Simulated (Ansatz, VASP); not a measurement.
**SiO2 in VASP and in Ansatz**

```xyz
6
Lattice="4.1854 0.0000 0.0000 0.0000 4.1854 0.0000 0.0000 0.0000 2.4552" Properties=species:S:1:pos:R:3 pbc="T T T"
Si    2.0927    2.0927    1.2276
Si    0.0000    0.0000    0.0000
O     2.9042    2.9042    0.0000
O     0.8115    3.3739    1.2276
O     1.2812    1.2812    0.0000
O     3.3739    0.8115    1.2276
```

Change from the starting cell: strain +0.000 along x and y, -0.080 along z, atoms carried along.

Alike in both runs: task single point; functional r2SCAN; k mesh 6 × 6 × 8; occupations gaussian, width 0.05 eV; no spin polarisation.

|  | VASP | Ansatz |
| --- | --- | --- |
| version | VASP 6.6.1 | Ansatz 0.2.0 |
| potentials or method | VASP PAW PBE potentials, release 64 (Si, O) | scalar-relativistic, plane waves, PAW |
| plane-wave cutoff (eV) | 520 | 500 |
| valence electrons in the cell | 32 | 32 |

```csv
,VASP,Ansatz,Ansatz less VASP
gap on the k mesh at the Fermi level (eV),8.28,8.28,0.000
least direct gap on the mesh (eV),8.28,8.28,0.000
pressure (GPa),40.8,40.0,-0.85
largest component of the traceless stress (GPa),42.81,41.65,-1.160
rms of the force components (eV/Å),0.178,0.146,-0.0316
```

Atom by atom the forces differ by 0.032 eV/Å (rms over components).

Caveats: so large a pressure means that the cell lies far from this level's equilibrium, or that cutoff or potentials fall short (VASP); the potentials were made for another functional, which shifts forces and pressure (VASP). A k mesh can miss the band edges.
